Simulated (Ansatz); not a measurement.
# Al2Ru: the cost of one run

Method: DFT PBEsol, scalar-relativistic, plane waves, PAW, in Ansatz 0.2.0.

1 further run of the same task is left out (set aside as unsound or not needed).

### 1 The structure to begin with

The structure is tetragonal, space group I4/mmm (No. 139). Conventional cell: a = 3.121 Å, b = 3.121 Å, c = 8.423 Å, α = 90.00°, β = 90.00°, γ = 90.00°. Around Al (site symmetry 4mm) lie 5 Ru at 2.58 to 2.87 Å and 5 Al at 2.68 to 2.69 Å. Around Ru (site symmetry 4/mmm) lie 10 Al at 2.58 to 2.87 Å.

Coordinates:

```cif
data_structure
_symmetry_space_group_name_H-M 'P 1'
_symmetry_Int_Tables_number 1
_cell_length_a 4.7549
_cell_length_b 4.7549
_cell_length_c 4.7549
_cell_angle_alpha 141.677
_cell_angle_beta 141.677
_cell_angle_gamma 55.315
_cell_volume 41.03
loop_
_atom_site_label
_atom_site_type_symbol
_atom_site_fract_x
_atom_site_fract_y
_atom_site_fract_z
_atom_site_occupancy
Al1 Al 0.65908 0.65908 0.00000 1
Al2 Al 0.34092 0.34092 0.00000 1
Ru1 Ru 0.00000 0.00000 0.00000 1
```

It goes back to an entry of the Materials Project, which need not be the stable form.

It is the result of an earlier relaxation at this level (volume 13.68 Å³/atom; gap on the mesh: none (metal)).

Bulk energy on matching settings, from an earlier run: -2289.1910 eV/atom.

### 2 Cutting the (101) slab

Planes are indexed in the bulk's conventional cell (I4/mmm (No. 139)), a = 3.121 Å, b = 3.121 Å, c = 8.423 Å, α = 90.00°, β = 90.00°, γ = 90.00°.

The slab is a (101) slab, 10.8 Å thick as cut, with 15 Å of vacuum; its outer planes are Al (top) and Al (bottom).

The slab as cut. Its planes from the bottom up:

```
plane  atoms per cell  height over the lowest (Å)
    1              Al                        0.00
    2              Ru                        1.00
    3              Al                        2.00
    4              Al                        2.93
    5              Ru                        3.92
    6              Al                        4.92
    7              Al                        5.85
    8              Ru                        6.85
    9              Al                        7.85
   10              Al                        8.78
   11              Ru                        9.78
   12              Al                       10.78
```

### 3 The slab as cut, atoms at the bulk's places

A dipole layer in the vacuum cancels the field that periodic copies would set up if the slab's two faces differ.

File input.yaml:

```yaml
crystal:
  lattice:
    - [3.1213577632, 0.0, 0.0]
    - [-1.5606788816, 4.4914239899, 0.0]
    - [0.0, 0.0, 25.7762462254]
  atoms:
    - { symbol: Al, position: [0.420502198, 0.8410043959, 0.2909655632] }
    - { symbol: Ru, position: [0.1207421761, 0.2414843522, 0.3296770159] }
    - { symbol: Al, position: [0.8209821543, 0.6419643085, 0.3683884685] }
    - { symbol: Al, position: [0.5412443741, 0.0824887481, 0.4045142193] }
    - { symbol: Ru, position: [0.2414843522, 0.4829687044, 0.443225672] }
    - { symbol: Al, position: [0.9417243304, 0.8834486607, 0.4819371246] }
    - { symbol: Al, position: [0.6619865502, 0.3239731003, 0.5180628754] }
    - { symbol: Ru, position: [0.3622265283, 0.7244530566, 0.556774328] }
    - { symbol: Al, position: [0.0624665065, 0.124933013, 0.5954857807] }
    - { symbol: Al, position: [0.7827287263, 0.5654574525, 0.6316115315] }
    - { symbol: Ru, position: [0.4829687044, 0.9659374089, 0.6703229841] }
    - { symbol: Al, position: [0.1832086826, 0.3664173652, 0.7090344368] }
basis:
  ecutwfc: 420
kpoints:
  mp_grid: { grid: [12, 8, 1] }
hamiltonian:
  xc: pbesol
scf:
  occupations: { method: gaussian, width: 0.1 }
output:
  forces: true
  stress: true
  eigenvalues: true
  write_density: true
  write_potential: true
  elf: true
  volumetric_format: npy
efield:
  axis: 3
  dipole_correction: true
  ramp_width: 0.04
```

Command:

```
$ ansatz run input.yaml --threads 1 --pin off --max-ram 2560MiB --backend cpu --events-out ev --progress --plain --runs-dir out
```

What time and memory should one allow on 1 thread of Intel Xeon 6975P-C (Granite Rapids), shared host?

About 79 s, with a peak of 0.96 GiB.
